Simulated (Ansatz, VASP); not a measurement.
ZnO: VASP beside Ansatz

```
Zn O
1.0
     3.23853    0.00000    0.00000
    -1.61927    2.80465    0.00000
     0.00000    0.00000    5.18640
Zn O
2 2
Direct
  0.33333 0.66667 0.00000
  0.66667 0.33333 0.50000
  0.33333 0.66667 0.38210
  0.66667 0.33333 0.88210
```

Change from the starting cell: volume scaled by 0.99, crystal datasets.

Alike in both runs: task electric field gradients; functional PBE; k mesh 11 × 11 × 6; occupations fermi-dirac, width 0.02 eV; no spin polarisation.

|  | VASP | Ansatz |
| --- | --- | --- |
| version | VASP 6.6.1 | Ansatz 0.2.0 |
| potentials or method | VASP PAW PBE potentials, release 64 (Zn, O), cutoff 520 eV | all-electron PAW with datasets made for the crystal, scalar-relativistic |

VASP gave:

```
gap on the k mesh at the Fermi level (eV)                      : 0.80
pressure (GPa)                                                 : 7.6
largest component of the traceless stress (GPa)                : 0.14
rms of the force components (eV/Å)                             : 0.019
Vzz of the field gradient on the site that differs most (V/Å²) : -3.3
```

Q: Which values does Ansatz return?

A: gap on the k mesh at the Fermi level (eV): 0.84; pressure (GPa): 6.4; largest component of the traceless stress (GPa): 0.17; rms of the force components (eV/Å): 0.019; Vzz of the field gradient on the site that differs most (V/Å²): -3.2.

Atom by atom the forces differ by 0.000 eV/Å (rms over components). Ansatz ran all-electron here, so the differences hold the error of VASP's frozen core and of both bases.
